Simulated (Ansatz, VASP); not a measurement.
**Cross-check of AlGaAs2 (random alloy of the zinc-blende GaAs-AlAs line, x = 0.5) between VASP and Ansatz**

Wanted: the spread between two codes on one cell, functional and k mesh. Of the first pair: The structure shown is the start of the Ansatz relaxation below; VASP solves that cell, so the two are compared at the walk's first step.

Calculated with Ansatz 0.2.0; plane waves, with VASP 6.6.1 beside it; PBE.

### 1. Starting point

The cell holds 64 atoms: 16 Al, 32 As and 16 Ga. Cell: a = 11.480 Å, b = 11.480 Å, c = 11.480 Å, α = 90.0°, β = 90.0°, γ = 90.0°. It derives from GaAs (zinc-blende GaAs-AlAs), repeated 2×2×2. Zinc-blende GaAs-AlAs: 64 atoms, 16 of 32 Ga sites given to Al at random, cell and internal coordinates interpolated linearly between the end members (Vegard's rule); (so at first; earlier steps may have moved the atoms), displaced by a Gaussian of 0.02 A. Lattice constants are starting values near those of PBE.

### 2. Ansatz: relaxation, PBE

Ansatz runs on its default PAW (the set named soft_2) files.

The two programs are compared at the cell with which this relaxation starts, whose forces are those of its first step.

File input.yaml:

```yaml
crystal:
  lattice:
    - [11.48, 0.0, 0.0]
    - [0.0, 11.48, 0.0]
    - [0.0, 0.0, 11.48]
  atoms:
    - { symbol: Al, position: [0.00283, 0.99893, 0.99908] }
    - { symbol: As, position: [0.12313, 0.12651, 0.12099] }
    - { symbol: Ga, position: [0.00304, 0.24867, 0.25056] }
    - { symbol: As, position: [0.12457, 0.37755, 0.37141] }
    - { symbol: Ga, position: [0.24944, 0.99933, 0.25198] }
    - { symbol: As, position: [0.37308, 0.1247, 0.37347] }
    - { symbol: Ga, position: [0.25007, 0.25102, 0.99808] }
    - { symbol: As, position: [0.37699, 0.37657, 0.12588] }
    - { symbol: Al, position: [0.00157, 0.99881, 0.49979] }
    - { symbol: As, position: [0.12337, 0.12453, 0.62592] }
    - { symbol: Ga, position: [0.9988, 0.24931, 0.7488] }
    - { symbol: As, position: [0.12353, 0.37383, 0.87498] }
    - { symbol: Ga, position: [0.24805, 0.00041, 0.75289] }
    - { symbol: As, position: [0.37629, 0.12467, 0.87345] }
    - { symbol: Ga, position: [0.2487, 0.25295, 0.50009] }
    - { symbol: As, position: [0.37389, 0.37533, 0.62866] }
    - { symbol: Ga, position: [0.00021, 0.50108, 0.00052] }
    - { symbol: As, position: [0.12439, 0.62301, 0.12439] }
    - { symbol: Ga, position: [0.99964, 0.75102, 0.25146] }
    - { symbol: As, position: [0.12662, 0.8755, 0.37654] }
    - { symbol: Al, position: [0.24869, 0.50218, 0.25089] }
    - { symbol: As, position: [0.37448, 0.62585, 0.37487] }
    - { symbol: Al, position: [0.25197, 0.75265, 0.00381] }
    - { symbol: As, position: [0.37257, 0.87248, 0.12412] }
    - { symbol: Ga, position: [0.00028, 0.50153, 0.50055] }
    - { symbol: As, position: [0.12148, 0.62447, 0.62644] }
    - { symbol: Al, position: [0.0004, 0.75133, 0.74961] }
    - { symbol: As, position: [0.12465, 0.87533, 0.87571] }
    - { symbol: Ga, position: [0.25035, 0.50021, 0.74883] }
    - { symbol: As, position: [0.37566, 0.62521, 0.87697] }
    - { symbol: Ga, position: [0.25209, 0.75032, 0.49935] }
    - { symbol: As, position: [0.37389, 0.87574, 0.62513] }
    - { symbol: Ga, position: [0.4994, 8.0e-05, 0.99892] }
    - { symbol: As, position: [0.62622, 0.12422, 0.12713] }
    - { symbol: Al, position: [0.5007, 0.25103, 0.24809] }
    - { symbol: As, position: [0.6253, 0.37629, 0.37334] }
    - { symbol: Al, position: [0.74954, 6.0e-05, 0.24761] }
    - { symbol: As, position: [0.87555, 0.12647, 0.3735] }
    - { symbol: Al, position: [0.75061, 0.24771, 0.99993] }
    - { symbol: As, position: [0.87219, 0.37695, 0.12571] }
    - { symbol: Ga, position: [0.49996, 0.99865, 0.50222] }
    - { symbol: As, position: [0.62843, 0.12176, 0.62715] }
    - { symbol: Al, position: [0.50284, 0.25059, 0.74791] }
    - { symbol: As, position: [0.6265, 0.37468, 0.87395] }
    - { symbol: Al, position: [0.74786, 0.00096, 0.75138] }
    - { symbol: As, position: [0.87391, 0.12591, 0.87301] }
    - { symbol: Ga, position: [0.7514, 0.25008, 0.49967] }
    - { symbol: As, position: [0.87482, 0.37651, 0.62631] }
    - { symbol: Al, position: [0.50092, 0.50024, 0.00014] }
    - { symbol: As, position: [0.62608, 0.62541, 0.12619] }
    - { symbol: Al, position: [0.49946, 0.74576, 0.25181] }
    - { symbol: As, position: [0.62881, 0.87577, 0.37483] }
    - { symbol: Ga, position: [0.74976, 0.49979, 0.25003] }
    - { symbol: As, position: [0.87305, 0.6241, 0.37326] }
    - { symbol: Al, position: [0.75043, 0.74948, 0.00086] }
    - { symbol: As, position: [0.8747, 0.87672, 0.12537] }
    - { symbol: Al, position: [0.50382, 0.4967, 0.49887] }
    - { symbol: As, position: [0.62657, 0.6294, 0.62457] }
    - { symbol: Al, position: [0.50008, 0.74961, 0.75232] }
    - { symbol: As, position: [0.6245, 0.87618, 0.87444] }
    - { symbol: Ga, position: [0.74778, 0.50055, 0.75088] }
    - { symbol: As, position: [0.87725, 0.62481, 0.87392] }
    - { symbol: Al, position: [0.75098, 0.75042, 0.50049] }
    - { symbol: As, position: [0.87487, 0.87702, 0.62564] }
kpoints:
  mp_grid: { grid: [1, 1, 1] }
hamiltonian:
  xc: pbe
scf:
  occupations: { method: fermi_dirac, width: 0.025 }
output:
  forces: true
relax:
  f_tol: 0.04
  max_steps: 150
  cell: {}
```

Launch:

```sh
> ansatz run input.yaml --threads 4 --pin off --max-ram 8192MiB --backend cpu --events-out ev --progress --plain --runs-dir out
```

Numbers of over 12 decimals in the logs are rounded to 6 here.

Output:

```text
Engine: ansatz 0.2.0, x86_64-unknown-linux-gnu
Pseudopotentials: kind: paw
Pseudopotential: Al, paw, valence charge 3, recommended cutoff 420 eV (normal), Al.paw.azcp
Pseudopotential: As, paw, valence charge 15, recommended cutoff 420 eV (normal), As.paw.azcp
Pseudopotential: Ga, paw, valence charge 13, recommended cutoff 420 eV (normal), Ga.paw.azcp
Functional definition: PBE
  parameter kappa = 0.804
  parameter beta = 0.066725
  exchange = pbe_x(kappa = kappa, mu = beta*pi^2/3)
  correlation = pbe_c(beta = beta)
Crystal: 64 atoms, lattice volume = 1512.954 Å³
Basis set: ecut = 420 eV, 29423 PW (Γ), exchange–correlation on 160×160×160 points (8 copies of the dense FFT grid, shifted against one another)
Bands: 442, of which v1, the nominal top of the filled ones, is band 368 counted from 1 (367 counted from 0)
Symmetry: 1 space group operations
Space group: P1 (ITA 1), of the structure as read, at distance tolerance 1.1e-4 Å
k-points: 1
Non-local potential: Al, projectors of the file, l = 0: 2, l = 1: 2, l = 2: 1
Non-local potential: As, projectors of the file, l = 0: 2, l = 1: 2, l = 2: 3, l = 3: 1
Non-local potential: Ga, projectors of the file, l = 0: 2, l = 1: 2, l = 2: 3, l = 3: 1
PAW form: soft (Blöchl's): semilocal exchange-correlation on the pseudo side does not see the compensation charge
PAW one-centre angular grid: Al, 110 points (default); XC on 64 Gauss nodes
PAW one-centre angular grid: As, 590 points (default); XC on 64 Gauss nodes
PAW one-centre angular grid: Ga, 590 points (default); XC on 64 Gauss nodes
Initial density: superposition of atomic densities (neutral atoms: chi_scale 0, normalization atom), corrected by the library's trained network
Initial wavefunctions: pseudopotential atomic-orbital guess
Functional: x = pbe(κ = 0.804, μ = 0.219515), c = pbe(β = 0.066725)
SCF iter   1: F=—  HF=-224546.162705 eV  |F-HF|=—  |Δ(HF+E_count)|=         —  Δρ=1.36e-3  dr2=2.26e-2  ethr=1.77e-3  ⟨swp⟩=6.0  Hψ=1636  notcnv=0  defer=17
preconditioner: auto → Resta (q_TF=auto, 2.420 Å⁻¹)  ε∞=3.5  [insulator: Δε(μ)=0.837 eV  Ē_g=12.335 eV  σ=0.025 eV  W_gap=1.00  n_scr=364 (ndim 8)  ℏωp=19.5 eV  f_vac=0.047  D(μ)=0.00/eV (n_scr^D=0)  ε∞_Penn≈3.5]
SCF iter   2: F=—  HF=-224546.141574 eV  |F-HF|=—  |Δ(HF+E_count)|=   2.11e-2  Δρ=6.26e-4  dr2=5.09e-3  ethr=3.07e-6  ⟨swp⟩=2.0  Hψ=881  notcnv=0  defer=57
SCF iter   3: F=—  HF=-224546.142255 eV  |F-HF|=—  |Δ(HF+E_count)|=   6.81e-4  Δρ=3.49e-4  dr2=1.20e-3  ethr=6.92e-7  ⟨swp⟩=2.0  Hψ=744  notcnv=0  defer=57
SCF iter   4: F=—  HF=-224546.141835 eV  |F-HF|=—  |Δ(HF+E_count)|=   4.20e-4  Δρ=9.18e-5  dr2=1.10e-4  ethr=1.63e-7  ⟨swp⟩=2.0  Hψ=584  notcnv=0  defer=57
SCF iter   5: F=—  HF=-224546.141849 eV  |F-HF|=—  |Δ(HF+E_count)|=   1.41e-5  Δρ=3.00e-5  dr2=1.52e-5  ethr=1.49e-8  ⟨swp⟩=2.0  Hψ=744  notcnv=0  defer=57
SCF iter   6: F=—  HF=-224546.142815 eV  |F-HF|=—  |Δ(HF+E_count)|=   9.65e-4  Δρ=1.67e-5  dr2=3.26e-6  ethr=2.06e-9  ⟨swp⟩=2.0  Hψ=744  notcnv=0  defer=57
SCF iter   7: F=—  HF=-224546.142817 eV  |F-HF|=—  |Δ(HF+E_count)|=   2.58e-6  Δρ=3.12e-6  dr2=2.22e-7  ethr=4.43e-10  ⟨swp⟩=2.0  Hψ=744  notcnv=0  defer=57
SCF iter   8: F=-224546.142818 eV  HF=-224546.142818 eV  |F-HF|=4.17e-8  |Δ(HF+E_count)|=   3.96e-7  Δρ=1.29e-6  dr2=4.06e-8  ethr=1.36e-11  ⟨swp⟩=4.0  Hψ=1516  notcnv=0
SCF 1 converged in 8 iterations: F = -224546.142818 eV  dr2 = 4.06e-8
  greatest PAW one-centre occupation: 0.999 electrons in one spin orbital (limit 2), on the As atom at site 11 (counted from 0), in its partial waves of l = 2
relax step   1: F+E_penalty+E_count = -224546.14281770 eV  Δ(F+E_penalty+E_count) = +0.000e0 eV  max|allowed force component| = 5.492e-1 eV/Å  Δτ_max = 0.0000 Å  P = +0.115 GPa  Ω = 1512.954 Å³  (8 SCF iters, dr2 threshold 1.00e-7 eV, accepted)
Crystal: 64 atoms, lattice volume = 1512.288 Å³
Initial density: handed on by an earlier stage of this run
Initial wavefunctions: those handed on with the density
iter 1 solved again at ethr=1.11e-5 eV; its pass at ethr=3.10e-3 eV (dr2=8.19e-2 eV) is discarded
SCF iter   1: F=—  HF=-224546.449826 eV  |F-HF|=—  |Δ(HF+E_count)|=         —  Δρ=2.89e-3  dr2=8.52e-2  ethr=1.11e-5  ⟨swp⟩=5.0  Hψ=1753  notcnv=0  defer=4
preconditioner: auto → Resta (q_TF=auto, 2.420 Å⁻¹)  ε∞=3.5  [insulator: Δε(μ)=0.871 eV  Ē_g=12.340 eV  σ=0.025 eV  W_gap=1.00  n_scr=364 (ndim 8)  ℏωp=19.5 eV  f_vac=0.048  D(μ)=0.00/eV (n_scr^D=0)  ε∞_Penn≈3.5]
SCF iter   2: F=—  HF=-224546.438791 eV  |F-HF|=—  |Δ(HF+E_count)|=   1.10e-2  Δρ=1.51e-3  dr2=2.03e-2  ethr=1.11e-5  ⟨swp⟩=7.0  Hψ=558  notcnv=0
SCF iter   3: F=—  HF=-224546.437846 eV  |F-HF|=—  |Δ(HF+E_count)|=   9.46e-4  Δρ=2.48e-4  dr2=1.59e-3  ethr=2.76e-6  ⟨swp⟩=2.0  Hψ=695  notcnv=0  defer=18
SCF iter   4: F=—  HF=-224546.439124 eV  |F-HF|=—  |Δ(HF+E_count)|=   1.28e-3  Δρ=7.87e-5  dr2=1.52e-4  ethr=2.16e-7  ⟨swp⟩=2.0  Hψ=744  notcnv=0  defer=18
[...]
atom  12  As     0.00067275     0.00058659     0.00008244
  atom  13  Ga     0.00298236     0.00009174    -0.00243486
  atom  14  As    -0.00011406    -0.00101174    -0.00179046
  atom  15  Ga     0.00210970    -0.00075714    -0.00101578
  atom  16  As     0.00145793    -0.00051009     0.00156006
  atom  17  Ga    -0.00017945    -0.00038258     0.00098621
  atom  18  As     0.00304377    -0.00072550     0.00111825
  atom  19  Ga     0.00148625     0.00110165    -0.00061227
  atom  20  As     0.00134101    -0.00096204     0.00111006
  atom  21  Al     0.00121005     0.00181160    -0.00082534
  atom  22  As     0.00332881    -0.00167535    -0.00184275
  atom  23  Al     0.00058132     0.00234006     0.00197816
  atom  24  As     0.00150214    -0.00283807    -0.00123443
  atom  25  Ga    -0.00080945    -0.00486148    -0.00592733
  atom  26  As    -0.00227062     0.00016256     0.00323682
  atom  27  Al    -0.00025442     0.00283083     0.00074614
  atom  28  As     0.00029587    -0.00195589     0.00298215
  atom  29  Ga     0.00293007    -0.00003855    -0.00230724
  atom  30  As     0.00336838    -0.00150245    -0.00015433
  atom  31  Ga    -0.00042436     0.00236425    -0.00101650
  atom  32  As     0.00220476     0.00096072    -0.00064616
  atom  33  Ga    -0.00269202     0.00294227     0.00239313
  atom  34  As     0.00230067     0.00198880     0.00111578
  atom  35  Al    -0.00013301    -0.00479622    -0.00390129
[...]
atom  57  Al    -0.00160592     0.00238294     0.00115380
  atom  58  As     0.00085815     0.00045853    -0.00007162
  atom  59  Al    -0.00010659     0.00066927     0.00105828
  atom  60  As     0.00127060    -0.00248145     0.00053794
  atom  61  Ga    -0.00423463    -0.00024771     0.00054731
  atom  62  As    -0.00182393     0.00031407     0.00007760
  atom  63  Al    -0.00302679     0.00534975    -0.00413811
  atom  64  As     0.00083222     0.00149141    -0.00085000
  max |Σ_I F_I| component: 1.88e-6 eV/Å
--- Stress (GPa, compression-positive) ---
       -0.034248      -0.001572      -0.003407
       -0.001572      -0.032460      -0.000221
       -0.003407      -0.000221      -0.034154
  P = ⅓ Tr σ = -0.0336 GPa (-0.336 kbar)
--- Relaxed structure (3 steps of the walk, 3 accepted, 1 SCFs on fresh bases) ---
  F+E_penalty+E_count = -224546.46157561 eV   max|allowed force component| = 8.663e-3 eV/Å   (the final SCF, on the basis selected at the relaxed cell)
  cell:  # Å, volume = 1514.9738 Å³
    - [11.484856, 0.000266128, 0.000320379]
    - [0.000266128, 11.484850, 0.000271005]
    - [0.000320379, 0.000271005, 11.485615]
  atoms:
    - { symbol: Al, position: [-0.000111992, 1.000017, 0.999835] }
    - { symbol: As, position: [0.124685, 0.124739, 0.124641] }
    - { symbol: Ga, position: [0.000185688, 0.250201, 0.250181] }
    - { symbol: As, position: [0.125501, 0.375492, 0.374658] }
    - { symbol: Ga, position: [0.250256, 1.000089, 0.250079] }
    - { symbol: As, position: [0.375722, 0.125497, 0.374721] }
    - { symbol: Ga, position: [0.250234, 0.250182, 1.000312] }
    - { symbol: As, position: [0.375673, 0.375692, 0.125363] }
    - { symbol: Al, position: [-0.000290118, 1.000204, 0.500378] }
    - { symbol: As, position: [0.124873, 0.124958, 0.624757] }
    - { symbol: Ga, position: [1.000081, 0.250094, 0.750192] }
    - { symbol: As, position: [0.125082, 0.375312, 0.875145] }
    - { symbol: Ga, position: [0.250069, 0.000226986, 0.750253] }
    - { symbol: As, position: [0.375701, 0.125526, 0.874786] }
    - { symbol: Ga, position: [0.250224, 0.250248, 0.500137] }
    - { symbol: As, position: [0.375985, 0.375254, 0.625020] }
    - { symbol: Ga, position: [2.6032512541928967e-5, 0.500481, 0.000358057] }
    - { symbol: As, position: [0.125861, 0.625429, 0.125137] }
    - { symbol: Ga, position: [1.000014, 0.750136, 0.250008] }
    - { symbol: As, position: [0.124647, 0.875552, 0.375480] }
    - { symbol: Al, position: [0.250370, 0.500345, 0.249987] }
    - { symbol: As, position: [0.375676, 0.625031, 0.374570] }
    - { symbol: Al, position: [0.249996, 0.750370, -0.000193928] }
    - { symbol: As, position: [0.375255, 0.874367, 0.125000] }
    - { symbol: Ga, position: [0.000324055, 0.500329, 0.499974] }
    - { symbol: As, position: [0.124786, 0.625791, 0.625513] }
    - { symbol: Al, position: [1.262088749175453e-5, 0.750581, 0.750126] }
    - { symbol: As, position: [0.124680, 0.874814, 0.875458] }
    - { symbol: Ga, position: [0.250362, 0.500357, 0.749992] }
    - { symbol: As, position: [0.375534, 0.625725, 0.875628] }
    - { symbol: Ga, position: [0.250310, 0.750204, 0.499942] }
    - { symbol: As, position: [0.375617, 0.874838, 0.625539] }
    - { symbol: Ga, position: [0.500242, 2.6496624459209773e-5, 1.000132] }
    - { symbol: As, position: [0.625531, 0.125537, 0.125307] }
    - { symbol: Al, position: [0.500316, 0.250289, 0.249661] }
    - { symbol: As, position: [0.624358, 0.375200, 0.375090] }
    - { symbol: Al, position: [0.749957, 0.0001119, 0.249935] }
    - { symbol: As, position: [0.875063, 0.124445, 0.374935] }
    - { symbol: Al, position: [0.749991, 0.250083, 0.999702] }
    - { symbol: As, position: [0.874717, 0.374755, 0.124684] }
    - { symbol: Ga, position: [0.500345, 1.000119, 0.500060] }
    - { symbol: As, position: [0.625107, 0.125152, 0.625899] }
    - { symbol: Al, position: [0.500349, 0.250512, 0.749979] }
    - { symbol: As, position: [0.624740, 0.374934, 0.875492] }
    - { symbol: Al, position: [0.750307, 7.734965950666729e-5, 0.750053] }
    - { symbol: As, position: [0.874647, 0.124832, 0.875465] }
    - { symbol: Ga, position: [0.750055, 0.250077, 0.499945] }
    - { symbol: As, position: [0.875041, 0.375337, 0.625115] }
    - { symbol: Al, position: [0.500173, 0.500248, -1.2680756422839139e-5] }
    - { symbol: As, position: [0.624722, 0.625652, 0.124576] }
    - { symbol: Al, position: [0.500298, 0.750215, 0.250093] }
    - { symbol: As, position: [0.625506, 0.874722, 0.374590] }
    - { symbol: Ga, position: [0.750134, 0.500232, 0.250004] }
    - { symbol: As, position: [0.874571, 0.625696, 0.375524] }
    - { symbol: Al, position: [0.750039, 0.750213, 0.000243068] }
    - { symbol: As, position: [0.874688, 0.875545, 0.124720] }
    - { symbol: Al, position: [0.500135, 0.500478, 0.500027] }
    - { symbol: As, position: [0.624707, 0.625663, 0.624642] }
    - { symbol: Al, position: [0.500285, 0.749907, 0.750331] }
    - { symbol: As, position: [0.625518, 0.874768, 0.874602] }
    - { symbol: Ga, position: [0.749990, 0.500438, 0.750258] }
    - { symbol: As, position: [0.875195, 0.626038, 0.875078] }
    - { symbol: Al, position: [0.749900, 0.750507, 0.500434] }
    - { symbol: As, position: [0.875040, 0.875046, 0.625132] }
```

In the SCF lines HF is the Harris–Foulkes energy and dr2 the Hartree energy of the density residual, in eV; the loop may stop once dr2 is under the threshold and the program's other checks hold. Hψ counts applications of the Hamiltonian.

(Part 1 of 2 ends here.)

[Lines on the potential files, build, host, timing and source positions are cut from VASP's logs without a mark.]

[Logs are printed without paths, hosts, clocks, repeated set-up lines and the standing remarks that a program may print on its own settings, such as how far it seeks lower states.]

[Hosts, paths, dates, database ids (printed as entryN), source tags and the programs' standing remarks are cut or masked in the printed files.]
